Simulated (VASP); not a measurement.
# Sb (I4/mmm) in VASP: notebook, part 2 of 2

VASP 6.6.1. Earlier steps stand in the parts before.

## (4) Single point, r2SCAN

INCAR

```
SYSTEM = Sb
PREC = Accurate
ENCUT = 400
EDIFF = 1E-6
ISMEAR = 0
SIGMA = 0.4
LREAL = .FALSE.
LASPH = .TRUE.
NELM = 100
ALGO = Normal
ISIF = 2
LWAVE = .FALSE.
LCHARG = .FALSE.
METAGGA = R2SCAN
LMIXTAU = .TRUE.
ADDGRID = .FALSE.
```

KPOINTS

```
regular mesh
0
G
  11 11 11
  0 0 0
```

POSCAR

```
Sb
1.0
   -1.5765401831      1.5765401831      2.7119384313
    1.5765401831     -1.5765401831      2.7119384313
    1.5765401831      1.5765401831     -2.7119384313
Sb
1
Direct
    0.0000000000      0.0000000000      0.0000000000
```

Potentials or basis: VASP PAW PBE potentials, release 64 (Sb).

Command:

```console
> cat potpaw_PBE.64/Sb/POTCAR > POTCAR
> mpirun -np 1 vasp_std > vasp.out
```

OUTCAR:

```text
SYSTEM = Sb
   PREC = Accurate
   ENCUT = 400
   EDIFF = 1E-6
   ISMEAR = 0
   LREAL = .FALSE.
   LASPH = .TRUE.
   NELM = 100
   ISIF = 2
   METAGGA = R2SCAN

 Found    126 irreducible k-points:

 Following reciprocal coordinates:
            Coordinates               Weight
  0.000000  0.000000  0.000000      1.000000
  0.090909  0.000000  0.000000      8.000000
  0.181818  0.000000 -0.000000      8.000000
  0.272727  0.000000 -0.000000      8.000000
  0.363636  0.000000 -0.000000      8.000000
  0.454545  0.000000 -0.000000      8.000000
   k-points           NKPTS =    126   k-points in BZ     NKDIM =    126   number of bands    NBANDS=      6
   number of dos      NEDOS =    301   number of ions     NIONS =      1
   total plane-waves  NPLWV =  13824
   dimension x,y,z NGX =    24 NGY =   24 NGZ =   24
   dimension x,y,z NGXF=    48 NGYF=   48 NGZF=   48
   ions per type =               1
   NGX,Y,Z   is equivalent  to a cutoff of  11.36, 11.36, 11.36 a.u.
   NGXF,Y,Z  is equivalent  to a cutoff of  22.73, 22.73, 22.73 a.u.
 SYSTEM =  Sb
   PREC   = accura    normal or accurate (medium, high low for compatibility)
   ISTART =      0    job   : 0-new  1-cont  2-samecut
   ICHARG =      2    charge: 1-file 2-atom 10-const
   ISPIN  =      1    spin polarized calculation?
   LNONCOLLINEAR =      F non collinear calculations
   LSORBIT =      F    spin-orbit coupling
   LASPH  =      T    aspherical Exc in radial PAW
   ENCUT  =  400.0 eV  29.40 Ry    5.42 a.u.   5.73  5.73  5.73*2*pi/ulx,y,z
   NELM   =    100;   NELMIN=  2; NELMDL= -5     # of ELM steps
   EDIFF  = 0.1E-05   stopping-criterion for ELM
   LREAL  =      F    real-space projection
   EDIFFG = 0.1E-04   stopping-criterion for IOM
   NSW    =      0    number of steps for IOM
   IBRION =     -1    ionic relax: 0-MD 1-quasi-New 2-CG
   NFREE  =      0    steps in history (QN), initial steepest desc. (CG)
   ISIF   =      2    stress and relaxation
   ISYM   =      2    0-nonsym 1-usesym 2-fastsym
   POTIM  = 0.5000    time-step for ionic-motion
   TEBEG  =    0.0;   TEEND  =   0.0 temperature during run
   PSTRESS=    0.0 pullay stress
   NELECT =       5.0000    total number of electrons
   NUPDOWN=      -1.0000    fix difference up-down
   EMIN   =  10.00;   EMAX   =-10.00  energy-range for DOS
   EFERMI =   0.00;   METHOD = LEGACY
   ISMEAR =     0;   SIGMA  =   0.40  broadening in eV -4-tet -1-fermi 0-gaus
   EFERMI_NEDOS =   21; number of points for ismear=-14 and -15
   IALGO  =     38    algorithm
   IMIX   =      4    mixing-type and parameters
     AMIX     =   0.40;   BMIX     =  1.00
     AMIX_MAG =   1.60;   BMIX_MAG =  1.00
  volume/ion in A,a.u.               =      26.96       181.95
  Fermi-wavevector in a.u.,A,eV,Ry     =   0.933573  1.764197 11.858269  0.871558
  Thomas-Fermi vector in A             =   2.060288
   LORBIT       =      0    0 simple, 1 ext, 2 COOP (PROOUT), +10 PAW based schemes
   METAGGA = R2SCAN    functional components
   LHFCALC =     F    Hartree Fock is set to
   AEXX    =    0.0000 exact exchange contribution
   IVDW    =     0    specifies the selected vdW correction
   LEPSILON=     F    determine dielectric tensor
   LRPA    =     F    only Hartree local field effects (RPA)
 non-spin polarized calculation
 Gauss-broadening in eV      SIGMA  =   0.40
  energy-cutoff  :      400.00
  volume of cell :       26.96
 maximum number of plane-waves:       501
   NGX = 11   NGY = 11   NGZ = 11

 number of electron       5.0000001 magnetization

 Free energy of the ion-electron system (eV)
  ---------------------------------------------------
  ext. energy  EPLUGINS =         0.00000000
  ---------------------------------------------------
  free energy    TOTEN  =       -25.28890553 eV

  energy without entropy =      -25.23433142  energy(sigma->0) =      -25.26161847

 E-fermi :   8.4587     XC(G=0): -10.7864

 val. band max:        8.3607997248   @ k =  -0.2727  -0.2727   0.0909
 cond. band min:       8.4593326490   @ k =  -0.3636   0.1818   0.0909
 fundamental gap:      0.0985329241
 Fermi energy:         8.4586755682

 k-point     1 :       0.0000    0.0000    0.0000
  band No.  band energies     occupation
      1      -5.1306      2.00000
      2      13.3302      0.00000
      3      14.2006      0.00000
      4      14.2006      0.00000
      5      18.1700      0.00000
      6      19.6776      0.00000

 k-point     2 :       0.0909    0.0000    0.0000
  band No.  band energies     occupation
      1      -4.9550      2.00000
      2      12.4610      0.00000
      3      13.1771      0.00000
      4      14.1625      0.00000
      5      18.0678      0.00000
      6      18.6248      0.00000

 k-point     3 :       0.1818    0.0000   -0.0000
  band No.  band energies     occupation
      1      -4.4312      2.00000
      2       9.8126      0.00000
      3      12.2200      0.00000
      4      14.0921      0.00000
      5      16.8372      0.00000
      6      18.5175      0.00000

 k-point     4 :       0.2727    0.0000   -0.0000
  band No.  band energies     occupation
      1      -3.5733      2.00000
      2       7.0203      2.00000
      3      11.3396      0.00000
      4      14.0608      0.00000
      5      15.9340      0.00000
      6      18.4529      0.00000

 k-point     5 :       0.3636    0.0000   -0.0000
  band No.  band energies     occupation
      1      -2.4347      2.00000
      2       4.5119      2.00000
      3      10.6788      0.00000
      4      14.0894      0.00000
      5      15.3445      0.00000
      6      18.6374      0.00000

 k-point     6 :       0.4545    0.0000   -0.0000
  band No.  band energies     occupation
      1      -1.2842      2.00000
      2       2.6589      2.00000
      3      10.3295      0.00000
      4      14.1345      0.00000
      5      15.0532      0.00000
      6      19.0577      0.00000

 [... further k-points ...]

------------------------ aborting loop because EDIFF is reached ----------------------------------------

  FORCE on cell =-STRESS in cart. coord.  units (eV):
  Direction    XX          YY          ZZ          XY          YZ          ZX
  --------------------------------------------------------------------------------------
  -------------------------------------------------------------------------------------
  Total        0.1436621      0.1436621      0.2913018      0.0000000      0.0000000      0.0000000
  in kB        8.5369554      8.5369554     17.3102672      0.0000000      0.0000000      0.0000000
  external PRESSURE =      11.4613927 kB  Pullay stress =       0.0000000 kB

 VOLUME and BASIS-vectors are now :
 -----------------------------------------------------------------------------
  energy-cutoff  :      400.00
  volume of cell :       26.96
      direct lattice vectors                 reciprocal lattice vectors
    -1.576540183  1.576540183  2.711938431     0.000000000  0.317150178  0.184369967
     1.576540183 -1.576540183  2.711938431     0.317150178  0.000000000  0.184369967
     1.576540183  1.576540183 -2.711938431     0.317150178  0.317150178  0.000000000

 POSITION                                       TOTAL-FORCE (eV/Angst)
 -----------------------------------------------------------------------------------
      0.00000      0.00000      0.00000         0.000000      0.000000      0.000000
 -----------------------------------------------------------------------------------
    total drift:                                0.000000     -0.000000     -0.000000

  FREE ENERGIE OF THE ION-ELECTRON SYSTEM (eV)
  ---------------------------------------------------
  free  energy   TOTEN  =       -25.2889055262 eV

  energy  without entropy=      -25.2343314228  energy(sigma->0) =      -25.26161847
```

OSZICAR:

```text
N       E                     dE             d eps       ncg     rms          rms(c)
DAV:   1    -0.161482363142E+02   -0.16148E+02   -0.14618E+03  1530   0.446E+02
DAV:   2    -0.257536968419E+02   -0.96055E+01   -0.92067E+01  2148   0.686E+01
[... 13 lines left out ...]
DAV:  16    -0.252889045508E+02   -0.28292E-05   -0.78551E-06  1962   0.265E-02    0.332E-03
DAV:  17    -0.252889055993E+02   -0.10486E-05   -0.28838E-07   792   0.580E-03    0.209E-03
DAV:  18    -0.252889041264E+02    0.14729E-05   -0.24231E-07   792   0.637E-03    0.145E-03
DAV:  19    -0.252889060322E+02   -0.19058E-05   -0.11546E-07   780   0.354E-03    0.145E-03
DAV:  20    -0.252889049715E+02    0.10607E-05   -0.36838E-08   762   0.273E-03    0.119E-03
DAV:  21    -0.252889055262E+02   -0.55468E-06   -0.39082E-08   774   0.207E-03
   1 F= -.25288906E+02 E0= -.25261618E+02  d E =-.545741E-01
```

stdout:

```text
POSCAR found type information on POSCAR Sb
 POSCAR found :  1 types and       1 ions
 scaLAPACK will be used
 -----------------------------------------------------------------------------
|                                                                             |
|                                                                             |
|     You enforced a specific xc type in the INCAR file but a different       |
|     I HOPE YOU KNOW WHAT YOU ARE DOING!                                     |
|                                                                             |
 -----------------------------------------------------------------------------

 LDA part: xc-table for (None), standard interpolation
 POSCAR, INCAR and KPOINTS ok, starting setup
 FFT: planning ... GRIDC
 FFT: planning ... GRID_SOFT
 FFT: planning ... GRID
 WAVECAR not read
 entering main loop
```

It took 24 s on 1 thread of Intel Xeon 6975P-C (Granite Rapids), shared host; peak memory 0.14 GiB.

These settings aren't checked as converged: the numbers below hold their error.

What came out:

```
Free energy            : -25.2889 eV
Pressure               : 1.1 GPa
Band gap on the k mesh : none (metal or under the smearing width)
```

Caveat: the PAW data sets were made with another functional, which shifts forces and pressure a little.

## (5) Single point, r2SCAN

INCAR is that of step 4.

KPOINTS is that of step 4.

POSCAR

```
Sb
1.0
   -1.5638750000      1.6131910000      2.7402030000
    1.6104090000     -1.5604430000      2.7365900000
    1.5281950000      1.5247630000     -2.7095380000
Sb
1
Direct
    0.0004760000      0.0218010000      0.0165680000
```

Command:

```console
> cat potpaw_PBE.64/Sb/POTCAR > POTCAR
> mpirun -np 1 vasp_std > vasp.out
```

It took 95 s on 1 thread of Intel Xeon 6975P-C (Granite Rapids), shared host; peak memory 0.21 GiB.

These settings aren't checked as converged: the numbers below hold their error.

What came out:

| Property | Result |
| --- | --- |
| Free energy | -25.2918 eV |
| Pressure | 1.3 GPa |
| Band gap on the k mesh | none (metal or under the smearing width) |

Caveat: the PAW data sets were made with another functional, which shifts forces and pressure a little.

## (6) For comparison

An earlier run on the cell as given: functional PBEsol; potentials or basis VASP PAW PBE potentials, release 64 (Sb); cutoff 520 eV; k mesh 12 × 12 × 12; occupations fermi-dirac, width 0.05 eV; no spin polarisation.

* Pressure: -1.3 GPa
* Band gap on the k mesh: none (metal or under the smearing width)
